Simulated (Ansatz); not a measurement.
# MgO: the gap against volume

MgO, Fm-3m, a = 4.214 Å. Ansatz: PBEsol, PAW, 420 eV, Γ-centred 10×10×10 mesh on 2 atoms, Gaussian smearing 0.02 eV; no spin polarisation. Symmetry fixes shape and atoms, so the cell is only scaled; x = ln(V/V0) with V0 = 9.356 Å³/atom. The gap is read at the mesh points alone.

```tsv
x	gap y (eV)
-0.1278	5.948
-0.0943	5.579
-0.0619	5.236
-0.0305	4.917
0.0000	4.619
0.0296	4.340
0.0583	4.082
0.0953	?
```

Question: Fit a straight line to the other rows, give the volume deformation potential of the gap and its pressure coefficient, and predict the missing gap. B0 = 157.4 GPa.

Answer: Means x = -0.03237, y = 4.9601; Σ(Δx)² = 0.02693, ΣΔxΔy = -0.2699; the slope is their ratio. y = 4.6356 − 10.024 x. The slope is the deformation potential a = dE_g/d ln V = -10.02 eV, and dE_g/dP = −a/B0 = 63.7 meV/GPa. With a term in x² added, the coefficient of x becomes -9.581, 4 % less, which shows how far this figure hangs on the form. At x = 0.0953 the fit asked for gives 3.680 eV. The run gave 3.761 eV, so the fit is 0.081 eV too low, 3.7 % of the span of the series, against an rms of 0.021 eV on the fitted rows. The row lies outside the fitted range. With a term in x² added, a fit to the same known rows predicts 3.764 eV, so most of the miss is curvature that the known rows already hold.

Semilocal functionals give gaps under the measured ones; changes of the gap mostly carry over better.